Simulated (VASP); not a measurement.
Crystal: ZnO (zincite).

```
Zn O
1.0
     3.24931    0.00000    0.00000
    -1.62465    2.81398    0.00000
     0.00000    0.00000    5.20571
Zn O
2 2
Direct
  0.66667 0.33333 0.00000
  0.33333 0.66667 0.50000
  0.33333 0.66667 0.87901
  0.66667 0.33333 0.37901
```

A sound run:

* Program: VASP 6.6.1
* Task: dielectric tensor
* Functional: PBE
* Potentials or basis: VASP PAW PBE potentials, release 64 (Zn, O)
* Cutoff: 800 eV
* k mesh: 11 × 11 × 6
* Occupations: gaussian, width 0.01 eV
* Spin: no spin polarisation

It gives band gap on the k mesh 0.79 eV, direct.

Question: What do these careless settings give instead: cutoff 650 eV in place of 800 eV; k mesh 4 × 4 × 2 in place of 11 × 11 × 6?

Answer: Band gap on the k mesh 0.78 eV, direct. The run converged, but these numbers show the error of the settings and aren't properties of the crystal.
